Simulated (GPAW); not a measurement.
# Does Mg15FeO16 (MgO32 Fe1) carry moments in GPAW?, part 2 of 2

Aim: find out whether Mg15FeO16 (MgO32 Fe1) carries moments when they start parallel, and what they gain.

GPAW 26.7.0; PBE; plane waves with GPAW's PAW setups, scalar-relativistic.

So far. Step 2 (Start 1: ferro +): After 25 cycles the largest moment stands at 3.44 μB.

### Step 3. Run 2 (no spin polarisation)

A run without seeds gives the energy of the state without moments.

nospin.py reads:

```python
import json
import numpy as np
from ase import Atoms
from ase.parallel import paropen, parprint
from gpaw import GPAW

atoms = Atoms(['Fe', 'O', 'Mg', 'O', 'Mg', 'O', 'Mg', 'O', 'Mg', 'O', 'Mg', 'O', 'Mg', 'O', 'Mg', 'O', 'Mg', 'O', 'Mg', 'O', 'Mg', 'O', 'Mg', 'O', 'Mg', 'O', 'Mg', 'O', 'Mg', 'O', 'Mg', 'O'],
    cell=[[8.424, 0.0, 0.0],
         [0.0, 8.424, 0.0],
         [0.0, 0.0, 4.212]],
    scaled_positions=[[0.0, 0.0, 0.0],
         [0.25, 0.0, 0.0],
         [0.0, 0.25, 0.5],
         [0.25, 0.25, 0.5],
         [0.25, 0.0, 0.5],
         [0.0, 0.0, 0.5],
         [0.25, 0.25, 0.0],
         [0.0, 0.25, 0.0],
         [0.0, 0.5, 0.0],
         [0.25, 0.5, 0.0],
         [0.0, 0.75, 0.5],
         [0.25, 0.75, 0.5],
         [0.25, 0.5, 0.5],
         [0.0, 0.5, 0.5],
         [0.25, 0.75, 0.0],
         [0.0, 0.75, 0.0],
         [0.5, 0.0, 0.0],
         [0.75, 0.0, 0.0],
         [0.5, 0.25, 0.5],
         [0.75, 0.25, 0.5],
         [0.75, 0.0, 0.5],
         [0.5, 0.0, 0.5],
         [0.75, 0.25, 0.0],
         [0.5, 0.25, 0.0],
         [0.5, 0.5, 0.0],
         [0.75, 0.5, 0.0],
         [0.5, 0.75, 0.5],
         [0.75, 0.75, 0.5],
         [0.75, 0.5, 0.5],
         [0.5, 0.5, 0.5],
         [0.75, 0.75, 0.0],
         [0.5, 0.75, 0.0]],
    pbc=True)
atoms.calc = GPAW(mode={'name': 'pw', 'ecut': 600},
    xc='PBE',
    kpts={'size': (3, 3, 6), 'gamma': True},
    occupations={'name': 'fermi-dirac', 'width': 0.05},
    convergence={'density': 1e-05, 'energy': 1e-05},
    maxiter=200,
    mixer={'name': 'pulay', 'beta': 0.05, 'nmaxold': 6, 'weight': 50},
    symmetry={'tolerance': 1e-4},
    txt='nospin.txt')
e = atoms.get_potential_energy(force_consistent=True)
res = {'free_energy': e, 'energy_sigma0': atoms.get_potential_energy(), 'fermi_energy': atoms.calc.get_fermi_level()}
parprint(f'free energy: {e:.6f} eV')
atoms.calc.write('nospin.gpw')
with paropen('results.json', 'w') as f:
    json.dump(res, f)
```

Launch:

```bash
> OMP_NUM_THREADS=1 mpirun -n 4 gpaw python nospin.py > nospin.log
```

Numbers of over 12 decimals in the logs are rounded to 6 here.

The program printed:

```text
free energy: -196.591969 eV

--- nospin.txt ---
Input parameters:
  mode=PW(ecut=600),
  convergence={'density': 1e-05, 'energy': 1e-05},
  kpts=MonkhorstPack(size=(3, 3, 6), gamma=True),
  maxiter=200,
  mixer=Pulay(name='pulay', nmaxold=6, beta=0.05, weight=50, sigma=0.015, g_ss=None),
  occupations=Occupations(name='fermi-dirac', width=0.05),
  symmetry=Symmetry(tolerance=0.0001),
  xc=XC(name='PBE')

Diagonalizing LCAO Hamiltonian
Converting LCAO to pw mode
      .--------------------.
     /|                    |
    / |                    |
   /  |                    |
  /  Mg   O    Mg   O      |
 *  O .--Mg---O----Mg------.
 |Mg O O  Mg MgO  O Mg    /
 O  MgMg O O  Mg MgO     /
 | /                    /
 |/    Mg    O    Mg   /
 Fe---O----Mg----O----*

Atoms  # Å, Bohr magnetons
|    | symbol |        x |        y |        z |    initial magnetic moments |
|----|--------|----------|----------|----------|-----------------------------|
|  0 |     Fe | 0.000000 | 0.000000 | 0.000000 | ( 0.0000,  0.0000,  0.0000) |
|  1 |      O | 2.106000 | 0.000000 | 0.000000 | ( 0.0000,  0.0000,  0.0000) |
|  2 |     Mg | 0.000000 | 2.106000 | 2.106000 | ( 0.0000,  0.0000,  0.0000) |
|  3 |      O | 2.106000 | 2.106000 | 2.106000 | ( 0.0000,  0.0000,  0.0000) |
|  4 |     Mg | 2.106000 | 0.000000 | 2.106000 | ( 0.0000,  0.0000,  0.0000) |
|  5 |      O | 0.000000 | 0.000000 | 2.106000 | ( 0.0000,  0.0000,  0.0000) |
|  6 |     Mg | 2.106000 | 2.106000 | 0.000000 | ( 0.0000,  0.0000,  0.0000) |
|  7 |      O | 0.000000 | 2.106000 | 0.000000 | ( 0.0000,  0.0000,  0.0000) |
|  8 |     Mg | 0.000000 | 4.212000 | 0.000000 | ( 0.0000,  0.0000,  0.0000) |
|  9 |      O | 2.106000 | 4.212000 | 0.000000 | ( 0.0000,  0.0000,  0.0000) |
| 10 |     Mg | 0.000000 | 6.318000 | 2.106000 | ( 0.0000,  0.0000,  0.0000) |
| 11 |      O | 2.106000 | 6.318000 | 2.106000 | ( 0.0000,  0.0000,  0.0000) |
| 12 |     Mg | 2.106000 | 4.212000 | 2.106000 | ( 0.0000,  0.0000,  0.0000) |
| 13 |      O | 0.000000 | 4.212000 | 2.106000 | ( 0.0000,  0.0000,  0.0000) |
| 14 |     Mg | 2.106000 | 6.318000 | 0.000000 | ( 0.0000,  0.0000,  0.0000) |
| 15 |      O | 0.000000 | 6.318000 | 0.000000 | ( 0.0000,  0.0000,  0.0000) |
| 16 |     Mg | 4.212000 | 0.000000 | 0.000000 | ( 0.0000,  0.0000,  0.0000) |
| 17 |      O | 6.318000 | 0.000000 | 0.000000 | ( 0.0000,  0.0000,  0.0000) |
| 18 |     Mg | 4.212000 | 2.106000 | 2.106000 | ( 0.0000,  0.0000,  0.0000) |
| 19 |      O | 6.318000 | 2.106000 | 2.106000 | ( 0.0000,  0.0000,  0.0000) |
| 20 |     Mg | 6.318000 | 0.000000 | 2.106000 | ( 0.0000,  0.0000,  0.0000) |
| 21 |      O | 4.212000 | 0.000000 | 2.106000 | ( 0.0000,  0.0000,  0.0000) |
| 22 |     Mg | 6.318000 | 2.106000 | 0.000000 | ( 0.0000,  0.0000,  0.0000) |
| 23 |      O | 4.212000 | 2.106000 | 0.000000 | ( 0.0000,  0.0000,  0.0000) |
| 24 |     Mg | 4.212000 | 4.212000 | 0.000000 | ( 0.0000,  0.0000,  0.0000) |
| 25 |      O | 6.318000 | 4.212000 | 0.000000 | ( 0.0000,  0.0000,  0.0000) |
| 26 |     Mg | 4.212000 | 6.318000 | 2.106000 | ( 0.0000,  0.0000,  0.0000) |
| 27 |      O | 6.318000 | 6.318000 | 2.106000 | ( 0.0000,  0.0000,  0.0000) |
| 28 |     Mg | 6.318000 | 4.212000 | 2.106000 | ( 0.0000,  0.0000,  0.0000) |
| 29 |      O | 4.212000 | 4.212000 | 2.106000 | ( 0.0000,  0.0000,  0.0000) |
| 30 |     Mg | 6.318000 | 6.318000 | 0.000000 | ( 0.0000,  0.0000,  0.0000) |
| 31 |      O | 4.212000 | 6.318000 | 0.000000 | ( 0.0000,  0.0000,  0.0000) |

Unit cell  # Å
| periodic |        x |        y |        z |  lengths |    angles |
|----------|----------|----------|----------|----------|-----------|
|      yes | 8.424000 | 0.000000 | 0.000000 | 8.424000 | 90.000000 |
|      yes | 0.000000 | 8.424000 | 0.000000 | 8.424000 | 90.000000 |
|      yes | 0.000000 | 0.000000 | 4.212000 | 4.212000 | 90.000000 |

Number of symmetries: 16

BZ-sampling:
  Number of BZ points: 54
  Number of IBZ points: 12

  Monkhorst-Pack size: [3, 3, 6]
  Monkhorst-Pack shift: [0.0, 0.0, 0.083333]

Plane wave coefficients: 10005
Cutoff: 600.0 eV

Spin-components: 1 (collinear spins)
Bands:           157
Projectors:      161
Spin-degeneracy: 2
Datatype:        complex128

Parallelization:
  kpt:    4
  domain: 1
  band:   1

Density:
  Valence electrons: 254.0
  Components: 1
  Grid points: [48 48 24]
  Charge: 0.0  # |e|

Potential:
  Grid points: [48 48 24]

[... setups left out ...]
Reference energy: -149017.764748  # eV

eigensolver:
  PPCG
  Converge bands: occupied
  niter=2

density mixing:
  Pulay-Mixer
  Linear mixing parameters: 0.05
  Old densities: 6
  Fourier metric: weight=50, sigma=0.015

occupation numbers:
  Fermi-Dirac:
    width: 0.0500  # eV

poisson solver:
  ecut: 4800.0  # eV

xc functional:
  name: PBE with 2 nearest neighbor stencil

convergence criteria:
- Maximum integral of absolute [dens]ity change: 1e-05 electrons / valence electron
- Maximum [total energy] change in last 3 cyles: 1e-05 eV / valence electron
- Maximum integral of absolute [eigenst]ate change: 4e-08 eV^2 / valence electron
maximum number of iterations: 200

SCF iterations
|iter     |      energy | eigst |  dens |
|---------|-------------|-------|-------|
|iter:   1|       0s | -215.540511 | +0.84 |       |
|iter:   2|      15s | -210.501549 | -0.40 | -0.98 |
|iter:   3|      30s | -196.824555 | +0.34 | -1.04 |
|iter:   4|      45s | -196.790661 | -0.24 | -1.40 |
|iter:   5|      59s | -196.799694 | -1.65 | -1.50 |
|iter:   6|      74s | -196.788511 | -2.54 | -1.65 |
|iter:   7|      89s | -196.583557 | -1.15 | -1.62 |
|iter:   8|     103s | -196.581878 | -2.20 | -2.56 |
|iter:   9|     118s | -196.590875 | -3.27 | -2.68 |
|iter:  10|     133s | -196.586716 | -3.55 | -2.77 |
|iter:  11|     147s | -196.588286 | -4.03 | -2.92 |
|iter:  12|     162s | -196.587570c| -4.77 | -2.85 |
|iter:  13|     177s | -196.584400 | -3.23 | -2.90 |
|iter:  14|     191s | -196.584319 | -4.40 | -3.48 |
|iter:  15|     206s | -196.584306c| -5.64 | -3.55 |
|iter:  16|     221s | -196.584482c| -4.68 | -3.55 |
|iter:  17|     236s | -196.584427c| -5.08 | -3.74 |
|iter:  18|     251s | -196.584429c| -5.97 | -4.24 |
|iter:  19|     265s | -196.584431c| -6.99 | -4.32 |
|iter:  20|     280s | -196.584430c| -6.68 | -4.39 |
|iter:  21|     295s | -196.584431c| -7.38 | -4.55 |
|iter:  22|     310s | -196.584433c| -7.11 | -4.64 |
|iter:  23|     317s | -196.584433c| -7.63c| -4.71 |
|iter:  24|     332s | -196.584434c| -7.54c| -4.74 |
|iter:  25|     339s | -196.584433c| -7.65c| -4.87 |
|iter:  26|     346s | -196.584433c| -7.54c| -4.92 |
|iter:  27|     353s | -196.584433c| -7.80c| -5.00c|

Converged in 27 steps
Energy contributions relative to reference atoms: (reference = -149017.764748)

Energy contributions:
  Kinetic:         188.488480
  Coulomb:        -156.562752
  Zero:              1.835813
  External:          0.000000
  Xc:             -230.338438
  Entropy:          -0.015073
  Spinorbit:         0.000000
  ----------------------------
  Free energy:    -196.591969
  Extrapolated:   -196.584433

dipole moment: (-150.978792, -150.978792, -146.880251)  # |e|*Ang

Fermi level: 8.171
Eigenvalues  # (at kpt = [0.000, 0.000, 0.000])
| band index |      eig [eV] | occ [0-2] |
|------------|---------------|-----------|
|          0 |       -67.568 |     2.000 |
|        ... |               |           |
|        119 |         4.319 |     2.000 |
|        120 |         4.319 |     2.000 |
|        121 |         4.936 |     2.000 |
|        122 |         4.936 |     2.000 |
|        123 |         4.937 |     2.000 |
|        124 |         7.442 |     2.000 |
|        125 |         7.442 |     2.000 |
|        126 |         7.723 |     2.000 |
|        127 |         8.259 |     0.294 |
|        128 |         9.046 |     0.000 |
|        129 |         9.725 |     0.000 |
|        130 |        13.073 |     0.000 |
|        131 |        13.073 |     0.000 |
|        132 |        13.111 |     0.000 |
|        133 |        13.173 |     0.000 |
|        134 |        14.361 |     0.000 |
|        ... |               |           |
|        156 |        18.082 |     0.000 |

Gap: 0.219 eV
Transition (v -> c):
  (s=0, k=3, n=126, [0.00, 0.00, 0.50]) -> (s=0, k=0, n=127, [0.00, 0.00, 0.00])
Direct/indirect transitions are different
Direct gap: 0.532 eV
Transition at: (s=0, k=4, n=126, [0.33, 0.00, 0.00])
```

Elapsed: 6.4 min, on 4 MPI ranks of Arm Neoverse V1, shared host; peak memory 2.1 GiB.

This step gave:

```
final state : non-magnetic (no spin polarisation)
```

It lies 585 meV a seeded atom over the first start.

### Step 4. The states side by side

These are free energies at a smearing of 0.05 eV, so its entropy term is in the differences. They are divided by the number of seeded atoms, so that cells of unlike size compare.

Orders:

| start | final state | typed order kept | energy over the lowest (meV a seeded atom) | largest site moment (μB) | net moment (μB a primitive cell) | mesh matched | CPU time (s) |
| --- | --- | --- | --- | --- | --- | --- | --- |
| ferro + | ferromagnetic | yes | 0 | 3.439 | 4 | yes | 2924 |
| no spin polarisation | non-magnetic | - | 584.7 | 0 | 0 | yes | 1532 |

### Step 5. Outcome

- lower run: with moments
- largest site moment: 3.44 μB
- energy gained by spin polarisation: 585 meV a seeded atom

In words: The crystal holds moments, up to 3.44 μB, and gains 585 meV a seeded atom by them. No antiferromagnetic order was tried, so the session says nothing on how the moments order.

[Logs and program files are shortened in this print: banners, set-up blocks, solver, clock and traceback lines can be left out without a mark of their own.]

[Logs are printed without paths, hosts, clocks, repeated set-up lines and the standing remarks that a program may print on its own settings, such as how far it seeks lower states.]

[Hosts, paths, dates, database ids (printed as entryN), source tags and the programs' standing remarks are cut or masked in the printed files.]

[Where a cell is said to come from a database of computed structures, the database is the Materials Project.]
